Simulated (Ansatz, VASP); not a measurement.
# W: VASP beside Ansatz

File INCAR:

```
PREC = Accurate
ENCUT = 520
EDIFF = 1E-6
ISMEAR = -1
SIGMA = 0.1
LREAL = F
LASPH = T
NELM = 80
ALGO = Normal
ISIF = 2
LWAVE = F
LCHARG = F
NBANDS = 13
```

KPOINTS

```
Automatic mesh
0
Gamma
  19 19 19
```

Contents of POSCAR:

```
W
1.0
   -1.4048640910      1.4048640910      1.4048640910
    1.4048640910     -1.4048640910      1.4048640910
    1.4048640910      1.4048640910     -1.4048640910
W
1
Direct
    0.0000000000      0.0000000000      0.0000000000
```

Input for Ansatz:

```yaml
crystal:
  lattice:
    - [-1.404864091, 1.404864091, 1.404864091]
    - [1.404864091, -1.404864091, 1.404864091]
    - [1.404864091, 1.404864091, -1.404864091]
  atoms:
    - { symbol: W, position: [0.0, 0.0, 0.0] }
kpoints:
  mp_grid: { grid: [19, 19, 19] }
scf:
  occupations: { method: fermi_dirac, width: 0.1 }
hamiltonian:
  xc: lda
  pseudopotentials: { kind: all_electron, lapw: { basis_error: 0.001 } }
output:
  forces: true
  stress: true
  eigenvalues: true
  populations: true
```

Change from the starting cell: volume scaled by 0.72, LAPW.

Alike in both runs: task single point; functional LDA; k mesh 19 × 19 × 19; occupations fermi-dirac, width 0.1 eV; no spin polarisation.

|  | VASP | Ansatz |
| --- | --- | --- |
| version | VASP 6.6.1 | Ansatz 0.2.0 |
| potentials or method | VASP PAW LDA potentials, release 64 (W_sv) | all-electron LAPW, scalar-relativistic |
| plane-wave cutoff (eV) | 520 | see its input |

VASP gave:

```
pressure (GPa) : 223.2
```

Question: Estimate Ansatz's values.

Answer: Pressure (GPa): 212.4.

Ansatz ran all-electron here, so the differences hold the error of VASP's frozen core and of both bases.

Caveats: the cell as given lies far from equilibrium; so large a pressure means that the cell lies far from this level's equilibrium, or that cutoff or potentials fall short (VASP). Spin-orbit coupling is left out, which matters for the levels of W.
